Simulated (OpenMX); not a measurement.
**Ti under changes of volume**

One of the cells (17.988 Å³/atom); the others are scaled copies at fixed shape and fractional positions:

```
CELL_PARAMETERS angstrom
2.96954 0.00000 0.00000
-1.48477 2.57169 0.00000
0.00000 0.00000 4.71099
ATOMIC_POSITIONS crystal
Ti 0.66667 0.33333 0.75000
Ti 0.33333 0.66667 0.25000
```

- Program: OpenMX 3.8.5
- Functional: PBE
- Potentials or basis: OpenMX 2013 PBE set, Ti7.0-s3p2d2, fixed grid of 30 × 30 × 56 points
- k mesh: 11 × 11 × 7
- Occupations: fermi-dirac, width 0.05 eV
- Spin: no spin polarisation

```csv
volume (Å³/atom),energy over the lowest point (meV/atom),largest force (eV/Å)
16.577,11.47,0.031
16.930,?,?
17.283,0.00,0.028
17.988,10.43,0.025
18.341,22.59,0.024
18.694,38.70,0.023
```

Question: What does the run at 16.930 Å³/atom give?

Answer: Energy over the lowest point 2.72 meV/atom; largest force 0.030 eV/Å.

Worked out: A Birch-Murnaghan fit of order 3 (a polynomial in V^(-2/3)) to the other rows has its minimum at 17.27 Å³/atom with B0 = V·E''(V) = 122 GPa and B' = 4.1 at fixed shape and positions, which overstates the stiffness. It gives 2.69 meV/atom at 16.930 Å³/atom, against the run's 2.72.

Energies are extrapolated to zero smearing.

Caveats: the basis of atomic orbitals isn't converged, which shifts pressures, moduli and gaps.
